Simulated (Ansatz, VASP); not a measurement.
## TaN: VASP beside Ansatz

The input INCAR:

```
PREC = Accurate ; ENCUT = 520
EDIFF = 1E-6 ; ISMEAR = 0
SIGMA = 0.1 ; LREAL = False
LASPH = True ; NELM = 150
ALGO = Normal ; ISIF = 2
LWAVE = False ; LCHARG = False
ISPIN = 2 ; MAGMOM = 1 0
LORBIT = 11 ; LMAXMIX = 4
GGA = PS ; NBANDS = 19
```

KPOINTS

```
Automatic mesh
0
Gamma
  6 6 6
```

The input POSCAR:

```
TaN
1.0
    2.9379988584      0.0000000000      0.0000000000
   -1.4689994292      2.5443816477      0.0000000000
    0.0000000000      0.0000000000      2.8830000000
Ta N
1 1
Direct
    0.3333333333      0.6666666667      0.5000000000
    0.0000000000      0.0000000000      0.0000000000
```

Input for Ansatz:

```yaml
crystal:
  lattice:
    - [2.9379988584, 0.0, 0.0]
    - [-1.4689994292, 2.5443816477, 0.0]
    - [0.0, 0.0, 2.883]
  atoms:
    - { symbol: Ta, position: [0.3333333333, 0.6666666667, 0.5], spin: 1.0 }
    - { symbol: "N", position: [0.0, 0.0, 0.0] }
basis:
  ecutwfc: 420
kpoints:
  mp_grid: { grid: [6, 6, 6] }
hamiltonian:
  xc: pbesol
scf:
  occupations: { method: gaussian, width: 0.1 }
  lower_state_search: "off"
output:
  forces: true
  stress: true
  eigenvalues: true
  populations: true
magnetization:
  spin_polarized: true
```

Alike in both runs: task single point; functional PBEsol; k mesh 6 × 6 × 6; occupations gaussian, width 0.1 eV; collinear spin.

|  | VASP | Ansatz |
| --- | --- | --- |
| version | VASP 6.6.1 | Ansatz 0.2.0 |
| potentials or method | VASP PAW PBE potentials, release 64 (Ta_pv, N) | scalar-relativistic, plane waves, PAW |
| plane-wave cutoff (eV) | 520 | 420 |
| valence electrons in the cell | 16 | 18 |

```tsv
	VASP	Ansatz	Ansatz less VASP
gap on the k mesh at the Fermi level (eV)	none	none	-
pressure (GPa)	-4.1	-4.9	-0.79
largest component of the traceless stress (GPa)	0.11	0.24	+0.137
net moment per atom (μB)	0.00	0.00	0.000
```

A gap of «none» marks a metal or a gap that the smearing closes. The two sets of potentials don't hold the same shells in valence. Ansatz warned: «seeded_moment_not_kept».

Caveats: the k mesh is coarse (spacing up to 0.41 Å⁻¹), so the values aren't converged; the PAW data sets were made with another functional, which shifts forces and pressure a little (VASP). The runs have no spin-orbit coupling, so splittings on Ta are missing.
